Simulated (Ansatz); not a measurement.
Ru: comparing deformations

These are results of DFT PBEsol, scalar-relativistic, plane waves, PAW in Ansatz 0.2.0, not measurements. The runs took a 420 eV cutoff, a Γ-centred 24×24×14 mesh and Gaussian smearing (0.15 eV). No spin polarisation. Energies are free energies at this smearing, counted from the undisturbed cell; pressure is positive in compression.

Zero of the scan (relaxed at this level; with this scan's settings it stands at 0.1 GPa):

```
CELL_PARAMETERS angstrom
2.68952 0.00000 0.00000
-1.34476 2.32920 0.00000
0.00000 0.00000 4.25192
ATOMIC_POSITIONS crystal
Ru 0.33333 0.66667 0.25000
Ru 0.66667 0.33333 0.75000
```

The cell is strained by ε times a Voigt pattern (xx, yy, zz, yz, xz, xy; engineering shear) with fractional coordinates fixed. τ = (1/V0) dE/dε comes from the stress tensor. Of each scan, only the three points used here are listed.

```
           pattern        ε  τ (GPa)
(1, 1, 0, 0, 0, 0)  -0.0250   -47.96
(1, 1, 0, 0, 0, 0)   0.0000    -0.75
(1, 1, 0, 0, 0, 0)   0.0250    35.74
(0, 0, 1, 0, 0, 0)  -0.0150   -10.61
(0, 0, 1, 0, 0, 0)   0.0000     0.47
(0, 0, 1, 0, 0, 0)   0.0150    10.32
(0, 0, 0, 0, 0, 1)  -0.0250    -5.44
(0, 0, 0, 0, 0, 1)   0.0000     0.00
(0, 0, 0, 0, 0, 1)   0.0250     5.44
```

Question: Which constants do the scans give, and which deformation costs least for the same size of strain tensor?

Answer: The slope dτ/dε at zero (parabola through three points) is pᵀCp: (1, 1, 0, 0, 0, 0) gives C11 + C22 + 2 C12 = 1674 GPa; (0, 0, 1, 0, 0, 0) gives C33 = 698 GPa; (0, 0, 0, 0, 0, 1) gives C66 = 217 GPa. The size of the strain tensor, ε:ε, is ε² times 2.0, 1.0, 0.5. Per unit of it the stiffnesses are 837, 698, 435 GPa, so (0, 0, 0, 0, 0, 1) is the softest of these: at ε:ε = (1 %)² the quadratic term costs 1.81 meV/atom against 3.48 for the stiffest. These are clamped-ion values.

Forces appear on the atoms along this scan, and letting them relax would lower the energy and soften the response. In a metal these slopes depend on the k mesh and the smearing.